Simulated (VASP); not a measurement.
# Ru (P6_3/mmc) in VASP: further runs

One crystal, Ru, is run at these levels: SCAN+D3(BJ), SCAN+D4, SCAN+rVV10; tasks: relaxation of cell and atoms.

Program: VASP 6.6.1. These are calculated values, not measurements. Logs are shortened: lines on timing, memory, paths and dates and some standing lists are left out, and cuts for length are marked.

## Step 1: The crystal as given

Symmetry: P6_3/mmc, No. 194, hexagonal system. The conventional cell has a = 2.706 Å, b = 2.706 Å, c = 4.282 Å, α = 90.00°, β = 90.00°, γ = 120.00°. Ru (site symmetry -6m2) is surrounded by 12 Ru at 2.65 to 2.71 Å.

## Step 2: Relaxation of cell and atoms, SCAN+D3(BJ)

INCAR

```
SYSTEM = Ru
ALGO     = Normal         ! electronic algorithm
EDIFF    = 1E-7           ! SCF threshold, eV
EDIFFG   = -0.005         ! ionic threshold
ENCUT    = 600            ! plane-wave cutoff, eV
IBRION   = 2              ! ionic algorithm
ISIF     = 3              ! what is computed and relaxed
ISMEAR   = -1             ! smearing method
IVDW     = 12             ! dispersion correction
LASPH    = .TRUE.         ! aspherical terms in the spheres
LCHARG   = .FALSE.        ! write CHGCAR
LMIXTAU  = .TRUE.       
LREAL    = .FALSE.        ! projectors in reciprocal space
LWAVE    = .FALSE.        ! write WAVECAR
METAGGA  = SCAN           ! meta-GGA
NELM     = 60             ! most SCF steps
NSW      = 60             ! ionic steps
PREC     = Accurate       ! precision mode
SIGMA    = 0.05           ! smearing width, eV
```

KPOINTS

```
k-points
0
G
  11 11 6
  0 0 0
```

POSCAR

```
Ru
1.0
    2.7058000000      0.0000000000      0.0000000000
   -1.3529000000      2.3432915376      0.0000000000
    0.0000000000      0.0000000000      4.2819000000
Ru
2
Direct
    0.6666666667      0.3333333333      0.7500000000
    0.3333333333      0.6666666667      0.2500000000
```

Potentials or basis: VASP PAW PBE potentials, release 64 (Ru_pv).

Launch:

```bash
$ cat potpaw_PBE.64/Ru_pv/POTCAR > POTCAR
$ mpirun -np 1 vasp_std > vasp.out
```

OUTCAR:

```text
SYSTEM = Ru
   EDIFF = 1E-7
   EDIFFG = -0.005
   ENCUT = 600
   IBRION = 2
   ISIF = 3
   ISMEAR = -1
   IVDW = 12
   LASPH = .TRUE.
   LREAL = .FALSE.
   METAGGA = SCAN
   NELM = 60
   NSW = 60
   PREC = Accurate
 IVDW          = 12

 ion  position               nearest neighbor table
   1  0.667  0.333  0.750-   2 2.65   2 2.65   2 2.65   2 2.65   2 2.65   2 2.65
   2  0.333  0.667  0.250-   1 2.65   1 2.65   1 2.65   1 2.65   1 2.65   1 2.65

  LATTYP: Found a hexagonal cell.
 ALAT       =     2.7058000000
 C/A-ratio  =     1.5824894671

  Lattice vectors:

 A1 = (   2.7058000000,   0.0000000000,   0.0000000000)
 A2 = (  -1.3529000000,   2.3432915376,   0.0000000000)
 A3 = (   0.0000000000,   0.0000000000,   4.2819000000)

Analysis of symmetry for initial positions (statically):
=====================================================================
 Subroutine PRICEL returns:
 Original cell was already a primitive cell.

 Routine SETGRP: Setting up the symmetry group for a
 hexagonal supercell.

 Subroutine GETGRP returns: Found 24 space group operations
 (whereof 12 operations were pure point group operations)
 out of a pool of 24 trial point group operations.

The static configuration has the point symmetry D_3d.
 The point group associated with its full space group is D_6h.

Analysis of symmetry for dynamics (positions and initial velocities):
=====================================================================
 Subroutine PRICEL returns:
 Original cell was already a primitive cell.

 Routine SETGRP: Setting up the symmetry group for a
 hexagonal supercell.

 Subroutine GETGRP returns: Found 24 space group operations
 (whereof 12 operations were pure point group operations)
 out of a pool of 24 trial point group operations.

The dynamic configuration has the point symmetry D_3d.
 The point group associated with its full space group is D_6h.

 Subroutine INISYM returns: Found 24 space group operations
 (whereof 12 operations are pure point group operations),
 and found     1 'primitive' translations

----------------------------------------------------------------------------------------

                                     Primitive cell

  volume of cell :      27.1493

  direct lattice vectors                    reciprocal lattice vectors
     2.705800000  0.000000000  0.000000000     0.369576465  0.213375072  0.000000000
    -1.352900000  2.343291538  0.000000000     0.000000000  0.426750144  0.000000000
     0.000000000  0.000000000  4.281900000     0.000000000  0.000000000  0.233541185

  length of vectors
     2.705800000  2.705800000  4.281900000     0.426750144  0.426750144  0.233541185

  position of ions in fractional coordinates (direct lattice)
     0.666666667  0.333333333  0.750000000
     0.333333333  0.666666667  0.250000000

  ion indices of the primitive-cell ions
   primitive index   ion index
                 1           1
                 2           2

----------------------------------------------------------------------------------------

 KPOINTS: k-points

Automatic generation of k-mesh.
 Grid dimensions read from file:
 generate k-points for:   11   11    6

 Generating k-lattice:

  Cartesian coordinates                     Fractional coordinates (reciprocal lattice)
     0.033597860  0.019397734  0.000000000     0.090909091  0.000000000  0.000000000
     0.000000000  0.038795468  0.000000000     0.000000000  0.090909091  0.000000000
     0.000000000  0.000000000  0.038923531     0.000000000  0.000000000  0.166666667

  Length of vectors
     0.038795468  0.038795468  0.038923531

  Shift w.r.t. Gamma in fractional coordinates (k-lattice)
     0.000000000  0.000000000  0.000000000

 Subroutine IBZKPT returns following result:
 ===========================================

 Found     64 irreducible k-points:

 Following reciprocal coordinates:
            Coordinates               Weight
  0.000000  0.000000  0.000000      1.000000
  0.090909  0.000000  0.000000      6.000000
  0.181818  0.000000  0.000000      6.000000
  0.272727  0.000000  0.000000      6.000000
  0.363636  0.000000  0.000000      6.000000
  0.454545  0.000000  0.000000      6.000000
[... 16 lines left out ...]
  0.090909  0.090909  0.166667     12.000000
  0.181818  0.090909  0.166667     24.000000
 [... further k-points ...]
   k-points           NKPTS =     64   k-points in BZ     NKDIM =     64   number of bands    NBANDS=     18
   number of dos      NEDOS =    301   number of ions     NIONS =      2
   total plane-waves  NPLWV =  20736
   dimension x,y,z NGX =    24 NGY =   24 NGZ =   36
   dimension x,y,z NGXF=    48 NGYF=   48 NGZF=   72
   ions per type =               2
   NGX,Y,Z   is equivalent  to a cutoff of  14.75, 14.75, 13.98 a.u.
   NGXF,Y,Z  is equivalent  to a cutoff of  29.49, 29.49, 27.95 a.u.
 SYSTEM =  Ru
   PREC   = accura    normal or accurate (medium, high low for compatibility)
   ISTART =      0    job   : 0-new  1-cont  2-samecut
   ICHARG =      2    charge: 1-file 2-atom 10-const
   ISPIN  =      1    spin polarized calculation?
   LNONCOLLINEAR =      F non collinear calculations
   LSORBIT =      F    spin-orbit coupling
   LASPH  =      T    aspherical Exc in radial PAW
   ENCUT  =  600.0 eV  44.10 Ry    6.64 a.u.   5.40  5.40  8.55*2*pi/ulx,y,z
   NELM   =     60;   NELMIN=  2; NELMDL= -5     # of ELM steps
   EDIFF  = 0.1E-06   stopping-criterion for ELM
   LREAL  =      F    real-space projection
   EDIFFG = -.5E-02   stopping-criterion for IOM
   NSW    =     60    number of steps for IOM
   IBRION =      2    ionic relax: 0-MD 1-quasi-New 2-CG
   NFREE  =      1    steps in history (QN), initial steepest desc. (CG)
   ISIF   =      3    stress and relaxation
   ISYM   =      2    0-nonsym 1-usesym 2-fastsym
   POTIM  = 0.5000    time-step for ionic-motion
   TEBEG  =    0.0;   TEEND  =   0.0 temperature during run
   PSTRESS=    0.0 pullay stress
   NELECT =      28.0000    total number of electrons
   NUPDOWN=      -1.0000    fix difference up-down
   EMIN   =  10.00;   EMAX   =-10.00  energy-range for DOS
   EFERMI =   0.00;   METHOD = LEGACY
   ISMEAR =    -1;   SIGMA  =   0.05  broadening in eV -4-tet -1-fermi 0-gaus
   EFERMI_NEDOS =   21; number of points for ismear=-14 and -15
   IALGO  =     38    algorithm
   IMIX   =      4    mixing-type and parameters
     AMIX     =   0.40;   BMIX     =  1.00
     AMIX_MAG =   1.60;   BMIX_MAG =  1.00
  volume/ion in A,a.u.               =      13.57        91.61
  Fermi-wavevector in a.u.,A,eV,Ry     =   1.654022  3.125649 37.222674  2.735789
  Thomas-Fermi vector in A             =   2.742361
   LORBIT       =      0    0 simple, 1 ext, 2 COOP (PROOUT), +10 PAW based schemes
   METAGGA = SCAN    functional components
   LHFCALC =     F    Hartree Fock is set to
   AEXX    =    0.0000 exact exchange contribution
   IVDW    =    12    specifies the selected vdW correction
   LEPSILON=     F    determine dielectric tensor
   LRPA    =     F    only Hartree local field effects (RPA)
 conjugate gradient relaxation of ions
 non-spin polarized calculation
  energy-cutoff  :      600.00
  volume of cell :       27.15
 maximum number of plane-waves:       935
 NGX is ok and might be reduce to    24
   NGX = 11   NGY = 11   NGZ = 17

--------------------------------------- Ionic step        1  -------------------------------------------

 number of electron      28.0000002 magnetization

 Free energy of the ion-electron system (eV)
  ---------------------------------------------------
  ext. energy  EPLUGINS =         0.00000000
  ---------------------------------------------------
  free energy    TOTEN  =       -69.64161789 eV

  energy without entropy =      -69.62659213  energy(sigma->0) =      -69.63410501

------------------------ aborting loop because EDIFF is reached ----------------------------------------

 Edisp (eV)   -0.36248

 E6    (eV) :    -0.3625

 E8    (eV) :     0.0000

  FORCE on cell =-STRESS in cart. coord.  units (eV):
  Direction    XX          YY          ZZ          XY          YZ          ZX
  --------------------------------------------------------------------------------------
  -------------------------------------------------------------------------------------
  Total      -1.09507    -1.09507    -1.44779     0.00000     0.00000     0.00000
  in kB     -64.62408   -64.62408   -85.43909     0.00000     0.00000     0.00000
  external pressure =      -71.56 kB  Pullay stress =        0.00 kB
[... 315 lines left out ...]
  energy  without entropy=      -70.0048905509  energy(sigma->0) =      -70.01209846

--------------------------------------- Ionic step        9  -------------------------------------------

 number of electron      27.9999995 magnetization

 Free energy of the ion-electron system (eV)
  ---------------------------------------------------
  ext. energy  EPLUGINS =         0.00000000
  ---------------------------------------------------
  free energy    TOTEN  =       -69.64911296 eV

  energy without entropy =      -69.63466601  energy(sigma->0) =      -69.64188948

 E-fermi :  12.9413     XC(G=0): -15.8549

 val. band max:       12.9259264653   @ k =   0.2727   0.0000   0.0000
 cond. band min:      12.9498415394   @ k =   0.3636   0.0909   0.3333
 fundamental gap:      0.0239150740
 Fermi energy:        12.9413460653

 k-point     1 :       0.0000    0.0000    0.0000
  band No.  band energies     occupation
      1     -32.2782      2.00000
      2     -31.1905      2.00000
      3     -31.1904      2.00000
      4     -30.9896      2.00000
      5     -30.9895      2.00000
      6     -30.9345      2.00000
[... 10 lines left out ...]
     17      14.3325      0.00000
     18      14.3325      0.00000
[... 466 lines left out ...]
      2     -31.5317      2.00000
      3     -31.4750      2.00000
      4     -31.2957      2.00000
      5     -31.0951      2.00000
      6     -31.0521      2.00000
[... 10 lines left out ...]
     17      14.6856      0.00000
     18      18.9947      0.00000

 [... further k-points ...]

------------------------ aborting loop because EDIFF is reached ----------------------------------------

 Edisp (eV)   -0.37017

 E6    (eV) :    -0.3702

 E8    (eV) :     0.0000

  FORCE on cell =-STRESS in cart. coord.  units (eV):
  Direction    XX          YY          ZZ          XY          YZ          ZX
  --------------------------------------------------------------------------------------
  -------------------------------------------------------------------------------------
  Total      -0.00027    -0.00027     0.00002    -0.00000    -0.00000     0.00000
  in kB      -0.01610    -0.01610     0.00118    -0.00000    -0.00000     0.00000
  external pressure =       -0.01 kB  Pullay stress =        0.00 kB
[... 17 lines left out ...]
  FREE ENERGIE OF THE ION-ELECTRON SYSTEM (eV)
  ---------------------------------------------------
  free  energy   TOTEN  =       -70.0192780869 eV

  energy  without entropy=      -70.0048311333  energy(sigma->0) =      -70.01205461

 reached required accuracy - stopping structural energy minimisation
```

Run time: 9.8 min. Hardware: 1 thread of Intel Xeon Platinum 8488C (Sapphire Rapids), shared host; peak memory 0.2 GiB.

Results:

```
Free energy                            : -70.0193 eV
Relaxed volume                         : 13.30 Å³/atom
Relaxed cell                           : a = 2.690 Å, b = 2.690 Å, c = 4.243 Å, α = 90.00°, β = 90.00°, γ = 120.00°
Space group after relaxing (to 0.05 Å) : P6_3/mmc (No. 194)
Energy gained by relaxing              : 7.6 meV/atom
Ionic steps                            : 9
Pressure after relaxing                : 0.0 GPa
Band gap on the k mesh                 : none (metal or under the smearing width)
Dispersion energy per atom             : -0.185 eV
```

The path:
```tsv
step	energy change (eV)	largest force (eV/Å)	pressure (GPa)	volume (Å³)
1	0.0000	0.0000	-7.16	27.15
2	0.1286	0.0000	28.98	24.84
3	-0.0152	0.0000	0.45	26.56
4	-0.0152	0.0000	0.03	26.59
5	-0.0152	0.0000	0.18	26.58
6	-0.0150	0.0000	-0.43	26.62
7	-0.0151	0.0000	-0.11	26.60
8	-0.0152	0.0000	0.15	26.58
9	-0.0152	0.0000	0.00	26.59
```

Final structure:
```xyz
2
Lattice="2.6900 0.0000 0.0000 -1.3450 2.3296 0.0000 0.0000 0.0000 4.2432" Properties=species:S:1:pos:R:3 pbc="T T T"
Ru    1.3450    0.7765    3.1824
Ru    0.0000    1.5531    1.0608
```

Caveat: the PAW data sets were made with another functional, which shifts forces and pressure a little; pairwise dispersion overbinds metals, which lowers pressure and volume.

## Step 3: Relaxation of cell and atoms, SCAN+D4

Changes to INCAR since step 2:

```diff
@@ -8,3 +8,3 @@
 ISMEAR   = -1             ! smearing method
-IVDW     = 12             ! dispersion correction
+IVDW     = 13             ! dispersion correction
 LASPH    = .TRUE.         ! aspherical terms in the spheres
```

KPOINTS is that of step 2.

POSCAR is that of step 2.

Potentials or basis: VASP PAW PBE potentials, release 64 (Ru_pv).

Launch:

```bash
$ cat potpaw_PBE.64/Ru_pv/POTCAR > POTCAR
$ mpirun -np 1 vasp_std > vasp.out
```

Wall time 11 min (1 thread of Intel Xeon Platinum 8488C (Sapphire Rapids), shared host); peak memory 0.19 GiB.

Results (log left out):

- Free energy: -69.9474 eV
- Relaxed volume: 13.32 Å³/atom
- Relaxed cell: a = 2.692 Å, b = 2.692 Å, c = 4.246 Å, α = 90.00°, β = 90.00°, γ = 120.00°
- Space group after relaxing (to 0.05 Å): P6_3/mmc (No. 194)
- Energy gained by relaxing: 6.4 meV/atom
- Ionic steps: 10
- Pressure after relaxing: 0.0 GPa
- Band gap on the k mesh: none (metal or under the smearing width)
- Dispersion energy per atom: -0.149 eV

The path:
```tsv
step	energy change (eV)	largest force (eV/Å)	pressure (GPa)	volume (Å³)
1	0.0000	0.0000	-6.53	27.15
2	0.1053	0.0000	25.95	25.03
3	-0.0129	0.0000	0.51	26.60
4	-0.0128	0.0000	0.03	26.64
5	-0.0129	0.0000	0.17	26.63
6	-0.0129	0.0000	0.11	26.63
7	-0.0129	0.0000	0.14	26.63
8	-0.0129	0.0000	0.13	26.63
9	-0.0128	0.0000	-0.30	26.66
10	-0.0129	0.0000	0.00	26.64
```

Final structure:
```yaml
crystal:
  lattice:
    - [2.69179, 0.00000, 0.00000]
    - [-1.34590, 2.33116, 0.00000]
    - [0.00000, 0.00000, 4.24551]
  atoms:
    - { symbol: Ru, position: [0.66667, 0.33333, 0.75000] }
    - { symbol: Ru, position: [0.33333, 0.66667, 0.25000] }
```

Levels at points of the mesh, in eV from the Fermi level:
| k point | band 11 | band 12 | band 13 | band 14 | band 15 | band 16 | band 17 | band 18 |
| --- | --- | --- | --- | --- | --- | --- | --- | --- |
| (0.00, 0.00, 0.00) | -2.50 | -1.99 | -1.99 | -1.47 | -1.47 | 1.27 | 1.39 | 1.39 |
| (0.00, 0.00, 0.50) | -2.92 | -2.92 | -2.90 | -2.90 | 0.68 | 0.68 | 0.68 | 0.68 |

Caveat: the PAW data sets were made with another functional, which shifts forces and pressure a little; pairwise dispersion overbinds metals, which lowers pressure and volume.

## Step 4: Relaxation of cell and atoms, SCAN+rVV10

Changes to INCAR since step 3:

```diff
@@ -2,2 +2,4 @@
 ALGO     = Normal         ! electronic algorithm
+BPARAM   = 15.7         
+CPARAM   = 0.0093       
 EDIFF    = 1E-7           ! SCF threshold, eV
@@ -8,3 +10,3 @@
 ISMEAR   = -1             ! smearing method
-IVDW     = 13             ! dispersion correction
+IVDW_NL  = 2            
 LASPH    = .TRUE.         ! aspherical terms in the spheres
@@ -13,2 +15,3 @@
 LREAL    = .FALSE.        ! projectors in reciprocal space
+LUSE_VDW = .TRUE.       
 LWAVE    = .FALSE.        ! write WAVECAR
```

KPOINTS is that of step 3.

POSCAR is that of step 3.

Launch:

```bash
$ cat potpaw_PBE.64/Ru_pv/POTCAR > POTCAR
$ mpirun -np 1 vasp_std > vasp.out
```

It took 17 min on 1 thread of Intel Xeon Platinum 8488C (Sapphire Rapids), shared host; peak memory 0.29 GiB.

It converged, with:

- Free energy: -69.3380 eV
- Relaxed volume: 13.32 Å³/atom
- Relaxed cell: a = 2.692 Å, b = 2.692 Å, c = 4.246 Å, α = 90.00°, β = 90.00°, γ = 120.00°
- Space group after relaxing (to 0.05 Å): P6_3/mmc (No. 194)
- Energy gained by relaxing: 6.3 meV/atom
- Ionic steps: 10
- Pressure after relaxing: 0.0 GPa
- Band gap on the k mesh: none (metal or under the smearing width)

Step by step:
```csv
step,energy change (eV),largest force (eV/Å),pressure (GPa),volume (Å³)
1,0.0000,0.0000,-6.44,27.15
2,0.1028,0.0000,25.62,25.06
3,-0.0126,0.0000,0.51,26.61
4,-0.0125,0.0000,0.03,26.64
5,-0.0125,0.0000,0.17,26.63
6,-0.0125,0.0000,0.10,26.64
7,-0.0125,0.0000,0.14,26.64
8,-0.0125,0.0000,0.13,26.64
9,-0.0124,0.0000,-0.30,26.67
10,-0.0125,0.0000,0.00,26.65
```

Final structure:
```
Ru
1.0
     2.69201    0.00000    0.00000
    -1.34600    2.33135    0.00000
     0.00000    0.00000    4.24611
Ru
2
Direct
  0.66667 0.33333 0.75000
  0.33333 0.66667 0.25000
```

Levels at points of the mesh, in eV from the Fermi level:
```
           k point  band 10  band 11  band 12  band 13  band 14  band 15  band 16  band 17  band 18
(0.00, 0.00, 0.00)    -2.72    -2.50    -1.99    -1.99    -1.47    -1.47     1.25     1.39     1.39
(0.00, 0.00, 0.50)    -2.92    -2.92    -2.92    -2.90    -2.90     0.69     0.69     0.69     0.69
```

Caveat: the PAW data sets were made with another functional, which shifts forces and pressure a little; pairwise dispersion overbinds metals, which lowers pressure and volume.

## Step 5: Summary

| level | gap on the mesh (eV) | pressure (GPa) | relaxed volume (Å³/atom) |
| --- | --- | --- | --- |
| SCAN+D3(BJ) | none | 0.0 | 13.30 |
| SCAN+D4 | none | 0.0 | 13.32 |
| SCAN+rVV10 | none | 0.0 | 13.32 |

Alike in all rows: task relaxation of cell and atoms; potentials or basis VASP PAW PBE potentials, release 64 (Ru_pv); no spin polarisation; cell relaxed; k mesh 11 × 11 × 6; cutoff (eV) 600; smearing fermi-dirac 0.05 eV.

Caveats: the PAW data sets were made with another functional, which shifts forces and pressure a little; pairwise dispersion overbinds metals, which lowers pressure and volume.

Absolute energies hang on the potentials; compare differences alone.
